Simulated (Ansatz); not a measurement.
## CaSe: single point with PBE

**Measured values to compare with.**

From a printed reference work, monograph, original work of 1988, for a bulk crystal of CaSe at 2 K: band gap 3.85 eV (indirect).

CaSe:

```xyz
2
Lattice="0.0000 2.9560 2.9560 2.9560 0.0000 2.9560 2.9560 2.9560 0.0000" Properties=species:S:1:pos:R:3 pbc="T T T"
Se    2.9560    2.9560    2.9560
Ca    0.0000    0.0000    0.0000
```

```json
{"Program": "Ansatz 0.2.0", "Task": "single point", "Functional": "PBE", "Potentials or basis": "all-electron LAPW, scalar-relativistic", "Cutoff": "171 eV (chosen from the basis error)", "Basis error allowed": "0.001 eV/atom", "k mesh": "8 × 8 × 8", "Occupations": "fermi-dirac, width 0.05 eV", "Spin": "no spin polarisation"}
```

- Pressure: 1.2 GPa
- Band gap on the k mesh: 2.03 eV, indirect (least direct gap 2.96 eV)
- Loewdin charges: Se -1.29; Ca +1.56 e

Levels at points of the mesh, in eV from the valence-band top:
| k point | band 13 | band 14 | band 15 | band 16 | band 17 | band 18 | band 19 | band 20 | band 21 |
| --- | --- | --- | --- | --- | --- | --- | --- | --- | --- |
| (0.00, 0.00, 0.00) | -20.75 | -11.80 | 0.00 | 0.00 | 0.00 | 3.36 | 3.71 | 3.71 | 3.71 |
| (0.00, 0.00, -0.50) | -20.76 | -11.11 | -3.28 | -1.20 | -1.20 | 4.52 | 5.48 | 5.51 | 5.51 |
| (0.00, -0.50, -0.50) | -20.78 | -11.22 | -2.52 | -0.93 | -0.93 | 2.03 | 5.04 | 5.07 | 6.03 |

Wall time 7.9 s on 1 thread of Arm Neoverse N1, on a shared host, peak memory 0.26 GiB.

Against the measured gap of CaSe, 3.85 eV (indirect; 2 K; a printed reference work, monograph, original work of 1988), the calculated 2.03 eV is off by -1.82 eV. Spin-orbit coupling on Se is left out. The value is that of PBE on a finite k mesh, which can miss the band edges, without temperature or zero-point motion. Semilocal functionals fall short of measured gaps as a rule.

Caveat: the atomic charges don't sum to the cell's charge.
